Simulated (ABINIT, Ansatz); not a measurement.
# BaS (Fm-3m): G0W0 with ABINIT, start to end, part 2 of 3

How does a plane-wave GW calculation on BaS (Fm-3m) run from the first input to the gap?

ABINIT 10.8.3; PBE and many-body steps on it, plane waves. Known limits of the many-body steps: not at the basis limit; no spin-orbit coupling.

So far. Step 2 (Ground state): The gap is indirect, with the least direct gap 0.13 eV higher.

## Step 3: Bands along the symmetry lines

Level of this step: DFT, PBE, plane waves, norm-conserving pseudopotentials (ABINIT).

The cheap functional maps the bands first; the places of the edges decide which points the dearer methods must see.

The input, run.abi:

```
acell 3*1.0 Angstrom
rprim 
  0.000000000000 3.193750000000 3.193750000000
  3.193750000000 0.000000000000 3.193750000000
  3.193750000000 3.193750000000 0.000000000000
ntypat 2
znucl 56 16
natom 2
typat 1 2
xred 
  0.000000000000 0.000000000000 0.000000000000
  0.500000000000 0.500000000000 0.500000000000
pp_dirpath "pseudos"
pseudos "Ba.upf, S.upf"
ecut 20
iscf -2
irdden 1
kptopt 0
nkpt 50
kpt 
  0.00000000 0.00000000 0.00000000
  0.06250000 0.00000000 0.06250000
  0.12500000 0.00000000 0.12500000
  0.18750000 0.00000000 0.18750000
  0.25000000 0.00000000 0.25000000
  0.31250000 0.00000000 0.31250000
  0.37500000 0.00000000 0.37500000
  0.43750000 0.00000000 0.43750000
  0.50000000 0.00000000 0.50000000
  0.51562500 0.03125000 0.51562500
  0.53125000 0.06250000 0.53125000
  0.54687500 0.09375000 0.54687500
  0.56250000 0.12500000 0.56250000
  0.57812500 0.15625000 0.57812500
  0.59375000 0.18750000 0.59375000
  0.60937500 0.21875000 0.60937500
  0.62500000 0.25000000 0.62500000
  0.37500000 0.37500000 0.75000000
  0.32812500 0.32812500 0.65625000
  0.28125000 0.28125000 0.56250000
  0.23437500 0.23437500 0.46875000
  0.18750000 0.18750000 0.37500000
  0.14062500 0.14062500 0.28125000
  0.09375000 0.09375000 0.18750000
  0.04687500 0.04687500 0.09375000
  0.00000000 0.00000000 0.00000000
  0.06250000 0.06250000 0.06250000
  0.12500000 0.12500000 0.12500000
  0.18750000 0.18750000 0.18750000
  0.25000000 0.25000000 0.25000000
  0.31250000 0.31250000 0.31250000
  0.37500000 0.37500000 0.37500000
  0.43750000 0.43750000 0.43750000
  0.50000000 0.50000000 0.50000000
  0.50000000 0.46875000 0.53125000
  0.50000000 0.43750000 0.56250000
  0.50000000 0.40625000 0.59375000
  0.50000000 0.37500000 0.62500000
  0.50000000 0.34375000 0.65625000
  0.50000000 0.31250000 0.68750000
  0.50000000 0.28125000 0.71875000
  0.50000000 0.25000000 0.75000000
  0.50000000 0.21875000 0.71875000
  0.50000000 0.18750000 0.68750000
  0.50000000 0.15625000 0.65625000
  0.50000000 0.12500000 0.62500000
  0.50000000 0.09375000 0.59375000
  0.50000000 0.06250000 0.56250000
  0.50000000 0.03125000 0.53125000
  0.50000000 0.00000000 0.50000000
istwfk *1
nband 15
nbdbuf 2
tolwfr 1e-08
nstep 40
prtwf 0
prtvol 0
indata_prefix "in"
outdata_prefix "out"
tmpdata_prefix "tmp"
```

Started as:

```console
$ OMP_NUM_THREADS=1 mpirun -n 4 abinit run.abi > log
```

Numbers of over 12 decimals in the logs are rounded to 6 here.

What it wrote:

```text
.Version 10.8.3 of ABINIT. v10.8.2 released Aug 2026.

 Symmetries : space group Fm -3 m (#225); Bravais cF (face-center cubic)
[... echo of the input left out ...]
== DATASET  1 ==================================================================
-   mpi_nproc: 4, omp_nthreads: 1 (-1 if OMP is not activated)

--- !DatasetInfo
iteration_state: {dtset: 1, }
dimensions: {natom: 2, nkpt: 50, mband: 15, nsppol: 1, nspinor: 1, nspden: 1, mpw: 1899, }
cutoff_energies: {ecut:  20.0, pawecutdg:  -1.0, }
electrons: {nelect:   1.60000000E+01, charge:   0.00000000E+00, occopt:   1.00000000E+00, tsmear:   1.00000000E-02, }

 Real(R)+Recip(G) space primitive vectors, cartesian coordinates (Bohr,Bohr^-1):
 R(1)=  0.0000000  6.0353128  6.0353128  G(1)= -0.0828457  0.0828457  0.0828457
 R(2)=  6.0353128  0.0000000  6.0353128  G(2)=  0.0828457 -0.0828457  0.0828457
 R(3)=  6.0353128  6.0353128  0.0000000  G(3)=  0.0828457  0.0828457 -0.0828457
 Unit cell volume ucvol=  4.3967255E+02 bohr^3
 Angles (23,13,12)=  6.00000000E+01  6.00000000E+01  6.00000000E+01 degrees

 getcut: wavevector=  0.0000  0.0000  0.0000  ngfft=  36  36  36
         ecut(hartree)=     20.000   => boxcut(ratio)=   2.09511

--- Pseudopotential description ------------------------------------------------
- Ba Generated using ONCVPSP code by D. R. Hamann
- 56.00000  10.00000  171031                  znucl, zion, pspdat
12 -101130 2 -1 1958                          pspcod,pspxc,lmax,lloc,mmax
     nproj     2     2     2
  pspatm : epsatm=   26.75150155
         --- l  ekb(1:nproj) -->
             0    6.667868    0.674319
             1    5.008801    0.408242
             2    2.532546    0.415477
 pspatm: atomic psp has been read  and splines computed

- S Generated using ONCVPSP code by D. R. Hamann
- 16.00000   6.00000  171031                  znucl, zion, pspdat
12 -101130 2 -1 1146                          pspcod,pspxc,lmax,lloc,mmax
     nproj     2     2     2
  pspatm : epsatm=    9.01821529
         --- l  ekb(1:nproj) -->
[...]
pspatm: atomic psp has been read  and splines computed

--------------------------------------------------------------------------------

================================================================================
 prteigrs : about to open file out_EIG
 Non-SCF case, kpt    1 (  0.00000  0.00000  0.00000), residuals and eigenvalues=
  3.22E-09  4.14E-09  3.63E-09  9.50E-09  5.93E-09  2.89E-09  3.98E-09  7.09E-09
  1.84E-09  1.60E-09  3.52E-09  4.33E-09  7.70E-09  9.35E-09  3.15E-09
 -8.2223E-01 -2.7251E-01 -2.7251E-01 -2.7251E-01 -2.4447E-01  1.3525E-01
  1.3525E-01  1.3525E-01  2.6850E-01  2.7880E-01  2.7880E-01  2.7880E-01
[...]
Non-SCF case, kpt    2 (  0.06250  0.00000  0.06250), residuals and eigenvalues=
  3.81E-09  7.40E-09  2.23E-09  7.49E-09  5.38E-09  9.22E-09  4.82E-09  3.32E-09
[...]
5.10E-09  3.61E-09  6.89E-09  7.17E-09  3.36E-09  3.92E-09  1.31E-09  4.17E-09
  7.78E-09  2.48E-09  3.98E-09  7.10E-09  7.97E-09  3.69E-09  6.52E-09
[...]
Non-SCF case, kpt   49 (  0.50000  0.03125  0.53125), residuals and eigenvalues=
[...]
Non-SCF case, kpt   50 (  0.50000  0.00000  0.50000), residuals and eigenvalues=
[...]
-8.2012E-01 -2.9025E-01 -2.7952E-01 -2.7952E-01 -2.4119E-01  1.1695E-01
  1.3062E-01  1.3062E-01  2.1412E-01  3.5455E-01  3.5784E-01  4.1215E-01
[...]
--- !ResultsGS
iteration_state: {dtset: 1, }
comment   : Summary of ground state results
lattice_vectors:
- [  0.0000000,   6.0353128,   6.0353128, ]
- [  6.0353128,   0.0000000,   6.0353128, ]
- [  6.0353128,   6.0353128,   0.0000000, ]
lattice_lengths: [   8.53522,    8.53522,    8.53522, ]
lattice_angles: [ 60.000,  60.000,  60.000, ] # degrees, (23, 13, 12)
lattice_volume:   4.3967255E+02
convergence: {deltae:  0.000E+00, res2:  0.000E+00, residm:  9.888E-09, diffor:  0.000E+00, }
etotal    :  -3.92812303E+01
entropy   :   0.00000000E+00
fermie    :   1.35251724E-01
cartesian_stress_tensor: null
pressure_GPa: null
xred      :
- [  0.0000E+00,   0.0000E+00,   0.0000E+00, Ba]
- [  5.0000E-01,   5.0000E-01,   5.0000E-01,  S]
cartesian_forces: null
force_length_stats: {min: null, max: null, mean: null, }

 Integrated electronic density in atomic spheres:
 ------------------------------------------------
 Atom  Sphere_radius  Integrated_density
[...]
================================================================================

 ----iterations are completed or convergence reached----

 Mean square residual over all n,k,spin=   44.410E-10; max=  98.884E-10
 reduced coordinates (array xred) for    2 atoms
       0.000000000000      0.000000000000      0.000000000000
       0.500000000000      0.500000000000      0.500000000000

 cartesian coordinates (angstrom) at end:
    1      0.000000     0.000000     0.000000
    2      3.193750     3.193750     3.193750
 length scales=  1.889726125908  1.889726125908  1.889726125908 bohr
              =  1.000000000000  1.000000000000  1.000000000000 angstroms
 prteigrs : about to open file out_EIG
 Eigenvalues (hartree) for nkpt=  50  k points:
 kpt#   1, nband= 15, wtk=  1.00000, kpt=  0.0000  0.0000  0.0000 (reduced coord)
[...]
kpt#   2, nband= 15, wtk=  1.00000, kpt=  0.0625  0.0000  0.0625 (reduced coord)
[...]
kpt#   3, nband= 15, wtk=  1.00000, kpt=  0.1250  0.0000  0.1250 (reduced coord)
[...]
kpt#  49, nband= 15, wtk=  1.00000, kpt=  0.5000  0.0313  0.5313 (reduced coord)
  -0.82012   -0.29015   -0.28021   -0.27962   -0.24023    0.11692    0.12902    0.13011
   0.21576    0.35578    0.35988    0.40673    0.41218    0.41642    0.45192
 kpt#  50, nband= 15, wtk=  1.00000, kpt=  0.5000  0.0000  0.5000 (reduced coord)
  -0.82012   -0.29025   -0.27952   -0.27952   -0.24119    0.11695    0.13062    0.13062
   0.21412    0.35455    0.35784    0.41215    0.41215    0.41678    0.44780

== END DATASET(S) ==============================================================
================================================================================

 -outvars: echo values of variables after computation  --------
            nband          15
             nkpt          50
          spgroup         225
 [... the other variables as echoed above ...]

 Calculation completed.
```

Run time: 8 s. Hardware: 4 MPI ranks of Arm Neoverse V1, shared host; peak memory 0.26 GiB.

This step gave:

| Item | Value |
| --- | --- |
| gap | 2.146 eV |
| k of the valence top | 0, 0, 0 |
| k of the conduction bottom | 0.5, 0, 0.5 |
| least direct gap | 2.272 eV |

The gap is 2.146 eV, as in the run before at this level.

Electronic bands along the path, in eV, zero at the top of the highest filled band; v1 is the highest filled band, c1 the lowest empty one:

```tsv
point	v4	v3	v2	v1	c1	c2	c3	c4
Γ	-10.33	0.00	0.00	0.00	3.63	3.91	3.91	3.91
halfway	-9.73	-1.27	-0.16	-0.16	2.83	4.73	5.32	5.76
X	-10.24	-0.50	-0.13	-0.13	2.15	5.97	6.06	7.53
halfway	-10.07	-0.50	-0.40	-0.27	2.48	6.33	6.36	6.88
U	-9.74	-0.92	-0.59	-0.51	3.32	5.97	6.63	6.78
jump to K	-9.74	-0.92	-0.59	-0.51	3.32	5.97	6.63	6.78
halfway	-9.47	-1.38	-0.86	-0.32	4.09	4.74	5.02	5.91
Γ	-10.33	0.00	0.00	0.00	3.63	3.91	3.91	3.91
halfway	-9.56	-1.13	-0.61	-0.61	4.12	4.78	4.78	5.41
L	-9.10	-1.90	-1.06	-1.06	5.58	5.67	6.35	6.35
halfway	-9.40	-1.45	-0.84	-0.76	4.70	4.89	6.69	6.91
W	-9.70	-1.10	-0.47	-0.47	4.30	4.30	6.33	6.90
halfway	-9.95	-0.65	-0.51	-0.29	2.79	6.13	6.18	6.91
X	-10.24	-0.50	-0.13	-0.13	2.15	5.97	6.06	7.53
```

The electronic bands as a text plot (rows in eV, shown from -8.0 to 4.8 only):

```
    4.6 |+ +++++            +++++++++ ++   +++++      ++++++
    4.0 |++++              +    +++++++++++++              +
    3.5 |+ ++             +           ++                    +
    3.0 |    +++         +                                   +
    2.4 |       +++++ +++                                     +++
    1.9 |            +
    1.4 |
    0.8 |
    0.3 |
   -0.2 |***********************************             ********
   -0.8 |  **     ***   *************      ****** *******   **
   -1.3 |    *****         ********         ***  *    ******
   -1.9 |                                      *******
   -2.4 |
   -2.9 |
   -3.5 |
   -4.0 |
   -4.5 |
   -5.1 |
   -5.6 |
   -6.1 |
   -6.7 |
   -7.2 |
   -7.7 |
         Γ           X  U|K            Γ         L        W     X
```

## Step 4: Empty states on the mesh, 4×4×4 mesh, 1199 bands

The sums over transitions need many empty states on a uniform mesh; this step solves for them.

The input, run.abi:

```
acell 3*1.0 Angstrom
rprim 
  0.000000000000 3.193750000000 3.193750000000
  3.193750000000 0.000000000000 3.193750000000
  3.193750000000 3.193750000000 0.000000000000
ntypat 2
znucl 56 16
natom 2
typat 1 2
xred 
  0.000000000000 0.000000000000 0.000000000000
  0.500000000000 0.500000000000 0.500000000000
pp_dirpath "pseudos"
pseudos "Ba.upf, S.upf"
ecut 20
ngkpt 4 4 4
nshiftk 1
shiftk 0 0 0
kptopt 1
chksymbreak 0
irdden 1
istwfk *1
nband 1199
prtvol 0
optdriver 6
gwr_task "HDIAGO"
paral_kgb 0
occopt 1
indata_prefix "in"
outdata_prefix "out"
tmpdata_prefix "tmp"
```

What it wrote:

```text
[banner, memory and clock lines left out]
.Version 10.8.3 of ABINIT. v10.8.2 released Aug 2026.

 Symmetries : space group Fm -3 m (#225); Bravais cF (face-center cubic)
[... echo of the input left out ...]
== DATASET  1 ==================================================================
-   mpi_nproc: 4, omp_nthreads: 1 (-1 if OMP is not activated)

--- !DatasetInfo
iteration_state: {dtset: 1, }
dimensions: {natom: 2, nkpt: 8, mband: 1199, nsppol: 1, nspinor: 1, nspden: 1, mpw: 1893, }
cutoff_energies: {ecut:  20.0, pawecutdg:  -1.0, }
electrons: {nelect:   1.60000000E+01, charge:   0.00000000E+00, occopt:   1.00000000E+00, tsmear:   1.00000000E-02, }

.Using double precision arithmetic; gwpc =  8

- Reading GS density from: in_DEN

--- Pseudopotential description ------------------------------------------------
- Ba Generated using ONCVPSP code by D. R. Hamann
- 56.00000  10.00000  171031                  znucl, zion, pspdat
12 -101130 2 -1 1958                          pspcod,pspxc,lmax,lloc,mmax
     nproj     2     2     2
  pspatm : epsatm=   26.75150155
         --- l  ekb(1:nproj) -->
             0    6.667868    0.674319
             1    5.008801    0.408242
             2    2.532546    0.415477
 pspatm: atomic psp has been read  and splines computed

- S Generated using ONCVPSP code by D. R. Hamann
- 16.00000   6.00000  171031                  znucl, zion, pspdat
12 -101130 2 -1 1146                          pspcod,pspxc,lmax,lloc,mmax
     nproj     2     2     2
  pspatm : epsatm=    9.01821529
         --- l  ekb(1:nproj) -->
             0    6.763951    0.574108
             1    3.227080    0.887329
             2   -3.547662   -0.986524
 pspatm: atomic psp has been read  and splines computed

   5.72315469E+02                                ecore*ucvol(ha*bohr**3)

 Total charge density [el/Bohr^3]
)     Maximum=    2.2007E-01  at reduced coord.    0.1667    0.8611    0.9722
)     Minimum=    4.6234E-04  at reduced coord.    0.0000    0.0000    0.0000
   Integrated=    1.6000E+01

 === KS gaps after direct diagonalization ===
 Indirect band gap semiconductor
 Fundamental gap:     2.146 (eV)
   VBM:     3.680 (eV) at k: [ 0.0000E+00,  0.0000E+00,  0.0000E+00]
   CBM:     5.827 (eV) at k: [ 5.0000E-01,  5.0000E-01,  0.0000E+00]
 Direct gap:         2.272 (eV) at k: [ 5.0000E-01,  5.0000E-01,  0.0000E+00]

== END DATASET(S) ==============================================================

 -outvars: echo values of variables after computation  --------
           etotal      0.0000000000E+00
            nband        1199
             nkpt           8
          spgroup         225
 [... the other variables as echoed above ...]

 Calculation completed.
```

The job ended after 19 s (4 MPI ranks; peak memory 1.1 GiB; 77 s of CPU time).

Numbers from this step:

* gap: 2.146 eV
* k of the valence top: 0, 0, 0
* k of the conduction bottom: 0.5, 0.5, 0
* least direct gap: 2.272 eV
* k points computed: 8
* lowest point of the top converged band, above the valence top: 385.0309 eV

On this mesh the gap is 2.146 eV.

## Step 5: Screening, 4×4×4 mesh, 490 bands, screening to 283 eV

The RPA dielectric matrix is built and inverted for each q.

This step: RPA screening on PBE, plane waves, norm-conserving pseudopotentials.

run.abi: that of step 4 with these lines changed.

```diff
@@ -20,10 +20,11 @@
 chksymbreak 0
-irdden 1
 istwfk *1
-nband 1199
-prtvol 0
-optdriver 6
-gwr_task "HDIAGO"
-paral_kgb 0
 occopt 1
+irdwfk 1
+optdriver 3
+nband 490
+ecuteps 10.4
+inclvkb 2
+awtr 1
+symchi 1
 indata_prefix "in"
```

What it wrote:

```text
.Version 10.8.3 of ABINIT. v10.8.2 released Aug 2026.

 Symmetries : space group Fm -3 m (#225); Bravais cF (face-center cubic)
[... echo of the input left out ...]
== DATASET  1 ==================================================================
-   mpi_nproc: 4, omp_nthreads: 1 (-1 if OMP is not activated)

--- !DatasetInfo
iteration_state: {dtset: 1, }
dimensions: {natom: 2, nkpt: 8, mband: 490, nsppol: 1, nspinor: 1, nspden: 1, mpw: 1893, }
cutoff_energies: {ecut:  20.0, pawecutdg:  -1.0, }
electrons: {nelect:   1.60000000E+01, charge:   0.00000000E+00, occopt:   1.00000000E+00, tsmear:   1.00000000E-02, }

 SCREENING: Calculation of the susceptibility and dielectric matrices

 Based on a program developped by R.W. Godby, V. Olevano, G. Onida, and L. Reining.
 Incorporated in ABINIT by V. Olevano, G.-M. Rignanese, and M. Torrent.
.Using double precision arithmetic ; gwpc =  8

[... cell and pseudopotentials left out ...]
--------------------------------------------------------------------------------

 ==== K-mesh for the wavefunctions ====
 Number of points in the irreducible wedge :     8
[... list of points left out ...]
 Together with 48 symmetry operations and time-reversal symmetry
 yields    64 points in the full Brillouin Zone.

 ==== Q-mesh for the screening function ====
 Number of points in the irreducible wedge :     8
[... list of points left out ...]
 Together with 48 symmetry operations and time-reversal symmetry
 yields    64 points in the full Brillouin Zone.

 setmesh: FFT mesh size selected  =    30x   30x   30
          total number of points  =        27000

 vcoul_init : cutoff-mode = AUXILIARY_FUNCTION
 q-points for optical limit:   1
     1)      0.000010    0.000020    0.000030

- screening: taking advantage of time-reversal symmetry
- Maximum band index for partially occupied states nbvw = 8
- Remaining bands to be divided among processors   nbcw = 482
- Number of bands treated by each node ~120

 Number of electrons calculated from density =   16.0000; Expected =   16.0000
 average of density, n =  0.036391
 r_s =    1.8720
 omega_plasma =   18.4014 [eV]

 calculating chi0 at frequencies [eV] :
  1    0.000000E+00    0.000000E+00
  2    0.000000E+00    1.840140E+01

--------------------------------------------------------------------------------
  q-point number  1        q = ( 0.000000, 0.000000, 0.000000) [r.l.u.]
--------------------------------------------------------------------------------
[... chi0 elements left out ...]
 For q-point:  0.000010 0.000020 0.000030
  dielectric constant =   4.7383
  dielectric constant without local fields =   5.5895

  Average fulfillment of the sum rule on Im[epsilon] for q-point    1 :     99.08  [%]
[... wings left out ...]
  q-point number  2        q = ( 0.250000, 0.000000, 0.000000) [r.l.u.]
--------------------------------------------------------------------------------
[... chi0 elements left out ...]
  Average fulfillment of the sum rule on Im[epsilon] for q-point    2 :    102.07  [%]

 [... 6 further q-points ...]
```

Run time: 5.6 min. Hardware: 4 MPI ranks; peak memory 2.3 GiB; 22 min of CPU time.

Numbers from this step:

* ε∞ with local fields, on this mesh, along the program's q direction: 4.738
* the same without local fields: 5.590
* plasma frequency: 18.40 eV
* plane waves in the screening matrix: 725

Local fields lower ε∞ by 15 %.

(Continued in part 3 of 3.)

[Paths, hosts, dates, memory and timing lines, banners, echoed tables and standing remarks are left out of the program output.]

[Logs are printed without paths, hosts, clocks, repeated set-up lines and the standing remarks that a program may print on its own settings, such as how far it seeks lower states.]

[Runs of the session that timed out or met a known fault of the program may be left out.]

[Hosts, paths, dates, database ids (printed as entryN), source tags and the programs' standing remarks are cut or masked in the printed files.]

[G0W0 gaps are taken among the corrected bands and points alone; a level outside them can change the order at an edge.]

[Where Ansatz stands beside ABINIT at settings called matched, ABINIT's density can come from a denser mesh and the files from another edition; pairs whose starting gaps differed by over 0.03 eV were left out, so agreement reads better than it is.]
